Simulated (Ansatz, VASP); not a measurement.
One calculation of Cd, two programs

File POSCAR:

```
Cd
1.0
    0.0000000000      2.2150364798      2.2150364798
    2.2150364798      0.0000000000      2.2150364798
    2.2150364798      2.2150364798      0.0000000000
Cd
1
Direct
    0.0000000000      0.0000000000      0.0000000000
```

File INCAR.step1:

```
PREC = Accurate
ENCUT = 520
ISMEAR = 0
SIGMA = 0.05
LREAL = False
LASPH = True
NELM = 100
NBANDS = 12
GGA = PE
ALGO = Normal
EDIFF = 1E-4
LWAVE = True
LCHARG = False
```

INCAR.step2

```
PREC = Accurate
ENCUT = 520
EDIFF = 1E-6
ISMEAR = 0
SIGMA = 0.05
LREAL = False
LASPH = True
NELM = 100
ALGO = Normal
ISIF = 2
LWAVE = False
LCHARG = False
METAGGA = R2SCAN
LMIXTAU = True
NBANDS = 12
ISTART = 1
```

File KPOINTS:

```
regular mesh
0
Gamma
  16 16 16
```

Input for Ansatz:

```yaml
crystal:
  lattice:
    - [0.0, 2.2150364798, 2.2150364798]
    - [2.2150364798, 0.0, 2.2150364798]
    - [2.2150364798, 2.2150364798, 0.0]
  atoms:
    - { symbol: Cd, position: [0.0, 0.0, 0.0] }
basis:
  ecutwfc: 500
  ecutrho_ratio: 4
kpoints:
  mp_grid: { grid: [16, 16, 16] }
hamiltonian:
  xc: r2scan
scf:
  occupations: { method: gaussian, width: 0.05 }
output:
  forces: true
  stress: true
  eigenvalues: true
```

Alike in both runs: task single point; functional r2SCAN; k mesh 16 × 16 × 16; occupations gaussian, width 0.05 eV; no spin polarisation.

|  | VASP | Ansatz |
| --- | --- | --- |
| version | VASP 6.6.1 | Ansatz 0.2.0 |
| potentials or method | VASP PAW PBE potentials, release 64 (Cd) | scalar-relativistic, plane waves, PAW |
| plane-wave cutoff (eV) | 520 | 500 |
| valence electrons in the cell | 12 | 20 |

Ansatz gave:

* gap on the k mesh at the Fermi level (eV): none
* pressure (GPa): 0.1

Task: Which values does VASP return?

Result: gap on the k mesh at the Fermi level (eV): none; pressure (GPa): 0.4.

A gap of «none» marks a metal or a gap that the smearing closes. With one functional, cell and mesh, what is left measures potentials, basis and numerics. The two sets of potentials don't hold the same shells in valence.

Caveats: the PAW data sets were made with another functional, which shifts forces and pressure a little (VASP).
